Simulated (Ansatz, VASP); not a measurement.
## Ca in VASP and in Ansatz

INCAR

```
  PREC = Accurate
  ENCUT = 520
  EDIFF = 1E-7
  ISMEAR = -1
  SIGMA = 0.1
  LREAL = F
  LASPH = T
  NELM = 100
  ALGO = Normal
  ISIF = 2
  LWAVE = F
  LCHARG = T
  LELF = T
  LVHAR = T
  NBANDS = 17
```

The input KPOINTS:

```
Automatic mesh
0
Gamma
  11 11 6
```

Contents of POSCAR:

```
Ca
1.0
    3.8717730823      0.0000000000      0.0000000000
   -1.9358865412      3.3530538470      0.0000000000
    0.0000000000      0.0000000000      6.3787237428
Ca
2
Direct
    0.3333333333      0.6666666667      0.2500000000
    0.6666666667      0.3333333333      0.7500000000
```

Input for Ansatz:

```yaml
crystal:
  lattice:
    - [3.8717730823, 0.0, 0.0]
    - [-1.9358865412, 3.353053847, 0.0]
    - [0.0, 0.0, 6.3787237428]
  atoms:
    - { symbol: Ca, position: [0.3333333333, 0.6666666667, 0.25] }
    - { symbol: Ca, position: [0.6666666667, 0.3333333333, 0.75] }
hamiltonian:
  xc: lda
  pseudopotentials:
    kind: paw
    azcp:
      Ca: "pseudopotentials/Ca.paw.azcp"
basis:
  ecutwfc: 420
  fft_grid_basis: typed
kpoints:
  mp_grid: { grid: [11, 11, 6], shift: [0, 0, 0] }
magnetization:
  spin_polarized: false
scf:
  occupations: { method: fermi_dirac, width: 0.1 }
  lower_state_search: "off"
output:
  stress: true
```

Alike in both runs: task single point; functional LDA; k mesh 11 × 11 × 6; occupations fermi-dirac, width 0.1 eV; no spin polarisation.

|  | VASP | Ansatz |
| --- | --- | --- |
| version | VASP 6.6.1 | Ansatz 0.2.0 |
| potentials or method | VASP PAW LDA potentials, release 64 (Ca_sv) | plane waves (420 eV) with PAW, scalar-relativistic |
| plane-wave cutoff (eV) | 520 | 420 |
| valence electrons in the cell | 20 | 20 |

|  | VASP | Ansatz | Ansatz less VASP |
| --- | --- | --- | --- |
| pressure (GPa) | -1.3 | -1.3 | 0.00 |
| largest component of the traceless stress (GPa) | 0.07 | 0.08 | +0.002 |

Ansatz warned: «pseudo_functional_mismatch».
